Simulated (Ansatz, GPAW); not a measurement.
Given: the input of a run of Ansatz 0.2.0 on Be. This isn't the form of Be at room conditions, which is hcp.

File input.yaml:

```yaml
crystal:
  lattice:
    - [-1.2531209513, 1.2531209513, 1.2531209513]
    - [1.2531209513, -1.2531209513, 1.2531209513]
    - [1.2531209513, 1.2531209513, -1.2531209513]
  atoms:
    - { symbol: Be, position: [0.0, 0.0, 0.0] }
kpoints:
  mp_grid: { grid: [15, 15, 15] }
scf:
  occupations: { method: gaussian, width: 0.1 }
hamiltonian:
  xc: pbesol
  pseudopotentials: { kind: all_electron, lapw: { basis_error: 0.001 } }
output:
  forces: true
  stress: true
  eigenvalues: true
```

Potentials or basis: all-electron LAPW, scalar-relativistic.

Launch:

```bash
$ ansatz run input.yaml --threads 1 --pin off --max-ram 3072MiB --backend cpu --events-out ev --progress --plain --runs-dir out
```

Translate it to GPAW 26.7.0 (ASE script). Potentials or basis there: PAW data sets generated for this functional, cutoff 800 eV.

As run (cutoffs and basis follow the program's own potentials, and thresholds, step limits or extra output files can differ):

run.py

```python
from ase.dft.bandgap import bandgap
from ase.io import read, write
from ase.units import GPa
from gpaw import GPAW, PW, setup_paths

setup_paths.insert(0, '.')

atoms = read('Be.xyz')

calc = GPAW(mode=PW(800),
            xc='PBEsol',
            kpts={'size': (15, 15, 15), 'gamma': True},
            occupations={'name': 'methfessel-paxton', 'order': 0, 'width': 0.1},
            nbands=7,
            convergence={'density': 1e-05, 'energy': 1e-05},
            maxiter=150,
            txt='gpaw.txt')
atoms.calc = calc
energy = atoms.get_potential_energy()
forces = atoms.get_forces()
stress = atoms.get_stress()
calc.write('gs.gpw')
write('result.traj', atoms)
print(f'Energy: {energy:.6f} eV')
print('Forces (eV/A):')
print(forces.round(4))
print('Stress (GPa):', (stress / GPa).round(3))
print('Fermi level:', round(calc.get_fermi_level(), 4), 'eV')
print(f'Gap: {bandgap(calc)[0]:.4f} eV, direct: {bandgap(calc, direct=True)[0]:.4f} eV')
```

File Be.xyz:

```xyz
1
Lattice="-1.2531209513 1.2531209513 1.2531209513 1.2531209513 -1.2531209513 1.2531209513 1.2531209513 1.2531209513 -1.2531209513" Properties=species:S:1:pos:R:3 pbc="T T T"
Be     0.0000000000      0.0000000000      0.0000000000
```

Potentials or basis: PAW data sets generated in the run's folder for this functional, pw.

Launch:

```console
$ gpaw-setup -f PBEsol Be
$ OMP_NUM_THREADS=1 python run.py
```

Both were run:

|  | Ansatz | GPAW |
| --- | --- | --- |
| Pressure | -2.0 GPa | -2.0 GPa |

Where Ansatz's input types no cutoff or centring, it takes its own default and a Γ-centred mesh.

Pressure is positive in compression.
